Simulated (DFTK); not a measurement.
# Au (P-1) in DFTK: notebook

One crystal, Au, is run at these levels: PBE; tasks: single point.

Everything below comes from runs of DFTK 0.8.2. Logs are shortened: lines on timing, memory, paths and dates and some standing lists are left out, and cuts for length are marked.

## 1. The structure

The typed cell holds 1 atom: a = 2.930 Å, b = 2.886 Å, c = 2.882 Å, α = 57.93°, β = 64.48°, γ = 57.26°.

This isn't the form of Au at room conditions, which is fcc.

## 2. Single point, PBE

The input, run.jl:

```julia
using DFTK
using PseudoPotentialData
using Unitful, UnitfulAtomic
using LinearAlgebra, Printf
include("save.jl")
disable_threading()

# lattice vectors are the columns
lattice = austrip(1u"Å") * [   -0.04177394     2.02129817     2.13229252;
               1.95346746     0.08375225     1.93893562;
               2.18363431     2.05810812    -0.02724211]
symbols   = [:Au]
positions = [[0.0, 0.0, 0.0]]
pseudopotentials = PseudoFamily("dojo.nc.sr.pbe.v0_4_1.standard.upf")
elements = Dict(s => ElementPsp(s, pseudopotentials) for s in unique(symbols))
atoms    = [elements[s] for s in symbols]

build_model(lattice, positions; symmetries=true) =
    model_DFT(lattice, atoms, positions;
              functionals=PBE(),
              temperature=austrip(0.05u"eV"),
              smearing=Smearing.FermiDirac(),
              symmetries)
Ecut  = 38.0  # hartree
kgrid = [8, 8, 8]
tol   = 1e-6
to_GPa = ustrip(uconvert(u"GPa", 1u"hartree/bohr^3"))

model = build_model(lattice, positions)
basis = PlaneWaveBasis(model; Ecut, kgrid)
display(basis)
scfres = self_consistent_field(basis;
                               tol,
                               nbandsalg=AdaptiveBands(model; n_bands_converge=14))
display(scfres.energies)
@printf "Fermi level: %.6f eV\n" ustrip(auconvert(u"eV", something(scfres.εF, NaN)))
forces = compute_forces_cart(scfres)
println("Forces (eV/Å)")
for (s, f) in zip(symbols, forces)
    @printf "%-3s %12.6f %12.6f %12.6f\n" s ustrip.(auconvert.(u"eV/Å", f))...
end
stress = compute_stresses_cart(scfres)
println("Stress (GPa)")
display(round.(stress * to_GPa; digits=4))
println("Levels at the first k-point (eV): ", round.(ustrip.(auconvert.(u"eV", scfres.eigenvalues[1][1:scfres.n_bands_converge])); digits=4))
save_scf!(scfres; forces, stress)
```

Potentials or basis: dojo.nc.sr.pbe.v0_4_1.standard.upf (PBE).

Command:

```sh
$ julia --threads=1 run.jl  # save.jl only writes the numbers to a file and isn't shown; printed stress counts tension as positive; times include loading and compiling
```

The log of the run:

```text
PlaneWaveBasis discretization:

    Ecut                 : 38.0 Ha
    fft_size             : (36, 36, 36), 46656 total points
    kgrid                : MonkhorstPack([8, 8, 8])
    num.   red. kpoints  : 512
    num. irred. kpoints  : 260

    Discretized Model(gga_x_pbe+gga_c_pbe, 3D):
        lattice (in Bohr)    : [-0.0789413, 3.8197    , 4.02945   ]
                               [3.69152   , 0.158269  , 3.66406   ]
                               [4.12647   , 3.88926   , -0.0514801]
        unit cell volume     : 114.82 Bohr³

        atoms                : Au
        pseudopot. family    : PseudoFamily("dojo.nc.sr.pbe.v0_4_1.standard.upf")

        num. electrons       : 19
        spin polarization    : none
        temperature          : 0.0018375 Ha
        smearing             : DFTK.Smearing.FermiDirac()

        terms                : Kinetic()
                               AtomicLocal()
                               AtomicNonlocal()
                               Ewald(nothing)
                               PspCorrection()
                               Hartree()
                               Xc(gga_x_pbe, gga_c_pbe)
                               Entropy()
n     Energy            log10(ΔE)   log10(Δρ)   Diag   Δtime
---   ---------------   ---------   ---------   ----   ------
  1   -148.1810647239                   -0.92    4.3    15.5s
  2   -148.1961116433       -1.82       -1.54    1.0    8.24s
  3   -148.1972032346       -2.96       -2.28    2.1    9.72s
  4   -148.1972234612       -4.69       -2.70    2.0    8.88s
  5   -148.1972260531       -5.59       -3.62    2.0    9.86s
  6   -148.1972261146       -7.21       -3.90    2.6    9.88s
  7   -148.1972261277       -7.88       -4.81    1.5    8.42s
  8   -148.1972261279       -9.61       -5.57    3.0    11.1s
  9   -148.1972261279      -11.24       -6.36    2.3    10.9s
Energy breakdown (in Ha):
    Kinetic             42.5714903
    AtomicLocal         -91.4761414
    AtomicNonlocal      2.5138528
    Ewald               -107.1718164
    PspCorrection       5.3337909
    Hartree             26.1061755
    Xc                  -26.0744609
    Entropy             -0.0001169

    total               -148.197226127946
Fermi level: 13.228925 eV
Forces (eV/Å)
Au      0.000000     0.000000     0.000000
Stress (GPa)
3×3 StaticArraysCore.SMatrix{3, 3, Float64, 9} with indices SOneTo(3)×SOneTo(3):
 -10.5358   -0.442   -2.9334
  -0.442   -10.2149   0.1586
  -2.9334    0.1586  -9.4901
Levels at the first k-point (eV): [-92.5349, -43.8019, -43.7896, -43.7627, 3.2085, 7.7549, 8.3278, 9.0457, 9.4933, 10.3996, 27.6246, 29.9966, 31.4535, 33.6956]
```

Run time: 3.1 min. Hardware: 1 thread of Intel Xeon 6975P-C (Granite Rapids), shared host; peak memory 2.4 GiB.

What came out:

- Free energy: -4032.6520 eV
- Pressure: 10.1 GPa
- Band gap on the k mesh: none (metal or under the smearing width)

## 3. Single point, PBE

run.jl: that of step 2 with these lines changed.

```diff
@@ -13,3 +13,3 @@
 positions = [[0.0, 0.0, 0.0]]
-pseudopotentials = PseudoFamily("dojo.nc.sr.pbe.v0_4_1.standard.upf")
+pseudopotentials = PseudoFamily("dojo.nc.sr.pbe.v0_5.standard.upf")
 elements = Dict(s => ElementPsp(s, pseudopotentials) for s in unique(symbols))
```

Potentials or basis: dojo.nc.sr.pbe.v0_5.standard.upf (PBE).

Command:

```sh
$ julia --threads=1 run.jl  # save.jl only writes the numbers to a file and isn't shown; printed stress counts tension as positive; times include loading and compiling
```

It took 3.1 min on 1 thread of Intel Xeon 6975P-C (Granite Rapids), shared host; peak memory 2.3 GiB.

Results (log left out):

```
Free energy            : -4032.6520 eV
Pressure               : 10.1 GPa
Band gap on the k mesh : none (metal or under the smearing width)
```

Stress tensor (GPa, compression positive):
```
10.54  0.44  2.93
 0.44 10.21 -0.16
 2.93 -0.16  9.49
```

Levels at points of the mesh, in eV from the Fermi level:
| k point | band 6 | band 7 | band 8 | band 9 | band 10 | band 11 | band 12 | band 13 |
| --- | --- | --- | --- | --- | --- | --- | --- | --- |
| (0.00, 0.00, 0.00) | -5.47 | -4.90 | -4.18 | -3.74 | -2.83 | 14.40 | 16.77 | 18.22 |
| (-0.50, 0.00, 0.00) | -5.13 | -4.47 | -2.67 | -1.89 | -1.36 | 2.59 | 14.00 | 17.02 |
| (0.00, -0.50, 0.00) | -5.47 | -4.45 | -2.10 | -1.73 | -0.45 | 4.07 | 12.70 | 14.63 |
| (-0.50, -0.50, 0.00) | -6.86 | -2.43 | -1.95 | -1.59 | 0.21 | 4.79 | 10.09 | 11.49 |
| (0.00, 0.00, -0.50) | -5.22 | -4.38 | -2.69 | -1.82 | -1.26 | 2.75 | 13.77 | 16.93 |
| (-0.50, 0.00, -0.50) | -6.92 | -2.24 | -1.82 | -1.59 | 2.21 | 7.32 | 7.50 | 9.99 |
| (0.00, -0.50, -0.50) | -6.83 | -2.51 | -1.96 | -1.50 | 0.47 | 5.18 | 9.57 | 11.44 |
| (-0.50, -0.50, -0.50) | -5.79 | -3.95 | -2.14 | -2.01 | -1.14 | 2.86 | 13.31 | 15.47 |

The run has no spin-orbit coupling, so splittings on Au are missing.

## 4. Single point, PBE

run.jl: that of step 3 with these lines changed.

```diff
@@ -13,3 +13,3 @@
 positions = [[0.0, 0.0, 0.0]]
-pseudopotentials = PseudoFamily("dojo.nc.sr.pbe.v0_5.standard.upf")
+pseudopotentials = PseudoFamily("dojo.nc.sr.pbe.v0_5.stringent.upf")
 elements = Dict(s => ElementPsp(s, pseudopotentials) for s in unique(symbols))
```

Potentials or basis: dojo.nc.sr.pbe.v0_5.stringent.upf (PBE).

Command:

```sh
$ julia --threads=1 run.jl  # save.jl only writes the numbers to a file and isn't shown; printed stress counts tension as positive; times include loading and compiling
```

Wall time 3.1 min (1 thread of Intel Xeon 6975P-C (Granite Rapids), shared host); peak memory 2.4 GiB.

It converged, with:

```yaml
Free_energy: -4032.6520 eV
Pressure: 10.1 GPa
Band_gap_on_the_k_mesh: none (metal or under the smearing width)
```

Stress tensor (GPa, compression positive):
```
10.54  0.44  2.93
 0.44 10.21 -0.16
 2.93 -0.16  9.49
```

Levels at points of the mesh, in eV from the Fermi level:
| k point | band 7 | band 8 | band 9 | band 10 | band 11 | band 12 |
| --- | --- | --- | --- | --- | --- | --- |
| (0.00, 0.00, 0.00) | -4.90 | -4.18 | -3.74 | -2.83 | 14.40 | 16.77 |
| (-0.50, 0.00, 0.00) | -4.47 | -2.67 | -1.89 | -1.36 | 2.59 | 14.00 |
| (0.00, -0.50, 0.00) | -4.45 | -2.10 | -1.73 | -0.45 | 4.07 | 12.70 |
| (-0.50, -0.50, 0.00) | -2.43 | -1.95 | -1.59 | 0.21 | 4.79 | 10.09 |
| (0.00, 0.00, -0.50) | -4.38 | -2.69 | -1.82 | -1.26 | 2.75 | 13.77 |
| (-0.50, 0.00, -0.50) | -2.24 | -1.82 | -1.59 | 2.21 | 7.32 | 7.50 |
| (0.00, -0.50, -0.50) | -2.51 | -1.96 | -1.50 | 0.47 | 5.18 | 9.57 |
| (-0.50, -0.50, -0.50) | -3.95 | -2.14 | -2.01 | -1.14 | 2.86 | 13.31 |

## 5. Overview

```tsv
potentials or basis	gap on the mesh (eV)	pressure (GPa)
dojo.nc.sr.pbe.v0_4_1.standard.upf (PBE)	none	10.1
dojo.nc.sr.pbe.v0_5.standard.upf (PBE)	none	10.1
dojo.nc.sr.pbe.v0_5.stringent.upf (PBE)	none	10.1
```

Alike in all rows: task single point; level PBE; no spin polarisation; cell as given; k mesh 8 × 8 × 8; cutoff (eV) 1034; smearing fermi-dirac 0.05 eV.

Absolute energies hang on the potentials; compare differences alone.
